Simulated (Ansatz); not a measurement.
Runs of Ansatz 0.2.0 on TiTe2. Symmetry: P-3m1, No. 164, trigonal system. The conventional cell has a = 3.777 Å, b = 3.777 Å, c = 6.498 Å, α = 90.00°, β = 90.00°, γ = 120.00°. Around Te (site symmetry 3m) lie 3 Ti at 2.77 Å. Ti (site symmetry -3m) is surrounded by 6 Te at 2.77 Å. 

| level | share of exact exchange | gap on the mesh (eV) | pressure (GPa) | largest force (eV/Å) |
| --- | --- | --- | --- | --- |
| PBE0 form with a typed share of exact exchange | 0.35 | none | -0.8 | 0.46 |
| PBE0 form with a typed share of exact exchange | 0 | none | 0.9 | 0.02 |
| PBE0 | 0.25 | none | -0.5 | (b) |
| PBE0 form with a typed share of exact exchange | 0.15 | none | 0.1 | 0.20 |
| PBE0 form with a typed share of exact exchange | 0.1 | none | 0.4 | (a) |

Alike in all rows: task single point; potentials or basis Ansatz PAW; no spin polarisation; cell as given; k mesh 5 × 5 × 3; cutoff (eV) 420; smearing fermi-dirac 0.05 eV; the mesh is coarse, so values aren't converged.

**Question.** Fill in the values left out.

**Answer.** (a) 0.14; (b) 0.33.

Caveats: all runs use coarse meshes; the PAW data sets come from PBE, with cores solved anew for the run's functional, which leaves a small shift of forces and pressure (some runs); the thresholds are loose for stress (some runs); the PAW data sets were made with another functional, which shifts forces and pressure a little (some runs); this functional lacks dispersion, which binds the layers, so the pressure and a relaxed spacing across them are unreliable (some runs).

A k mesh can miss the band edges, and the runs leave out spin-orbit coupling on Te.

A gap of «none» marks a metal or a gap under the smearing width.
